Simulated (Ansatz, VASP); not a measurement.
One calculation of Au, two programs

Contents of INCAR:

```
SYSTEM = Au
PREC = Accurate ; ENCUT = 520
EDIFF = 1E-6 ; ISMEAR = 0
SIGMA = 0.1 ; LREAL = .False.
LASPH = .True. ; NELM = 100
ALGO = Normal ; ISIF = 2
LWAVE = .False. ; LCHARG = .False.
GGA = PE ; NBANDS = 54
```

File KPOINTS:

```
Automatic mesh
0
Gamma
  4 4 4
  0 0 0
```

File POSCAR:

```
Au
1.0
    5.2790342348      0.0000000000      0.0000000000
    0.0000000000      5.2790342348      0.0000000000
    0.0000000000      0.0000000000      5.2790342348
Au
8
Direct
    0.5000000000      0.5000000000      0.5000000000
    0.0000000000      0.0000000000      0.0000000000
    0.2500000000      0.0000000000      0.5000000000
    0.5000000000      0.2500000000      0.0000000000
    0.5000000000      0.7500000000      0.0000000000
    0.7500000000      0.0000000000      0.5000000000
    0.0000000000      0.5000000000      0.7500000000
    0.0000000000      0.5000000000      0.2500000000
```

Input for Ansatz:

```yaml
crystal:
  lattice:
    - [5.2790342348, 0.0, 0.0]
    - [0.0, 5.2790342348, 0.0]
    - [0.0, 0.0, 5.2790342348]
  atoms:
    - { symbol: Au, position: [0.5, 0.5, 0.5] }
    - { symbol: Au, position: [0.0, 0.0, 0.0] }
    - { symbol: Au, position: [0.25, 0.0, 0.5] }
    - { symbol: Au, position: [0.5, 0.25, 0.0] }
    - { symbol: Au, position: [0.5, 0.75, 0.0] }
    - { symbol: Au, position: [0.75, 0.0, 0.5] }
    - { symbol: Au, position: [0.0, 0.5, 0.75] }
    - { symbol: Au, position: [0.0, 0.5, 0.25] }
basis:
  ecutwfc: 420
kpoints:
  mp_grid: { grid: [4, 4, 4] }
hamiltonian:
  xc: pbe
scf:
  occupations: { method: gaussian, width: 0.1 }
  lower_state_search: "off"
output:
  forces: true
  stress: true
  eigenvalues: true
```

Alike in both runs: task single point; functional PBE; k mesh 4 × 4 × 4; occupations gaussian, width 0.1 eV; no spin polarisation.

|  | VASP | Ansatz |
| --- | --- | --- |
| version | VASP 6.6.1 | Ansatz 0.2.0 |
| potentials or method | VASP PAW PBE potentials, release 64 (Au) | scalar-relativistic, plane waves, PAW |
| plane-wave cutoff (eV) | 520 | 420 |
| valence electrons in the cell | 88 | 152 |

|  | VASP | Ansatz | Ansatz less VASP |
| --- | --- | --- | --- |
| gap on the k mesh at the Fermi level (eV) | none | none | - |
| pressure (GPa) | 1.1 | 1.3 | +0.23 |

A gap of «none» marks a metal or a gap that the smearing closes. The two sets of potentials don't hold the same shells in valence.

The runs have no spin-orbit coupling, so splittings on Au are missing.
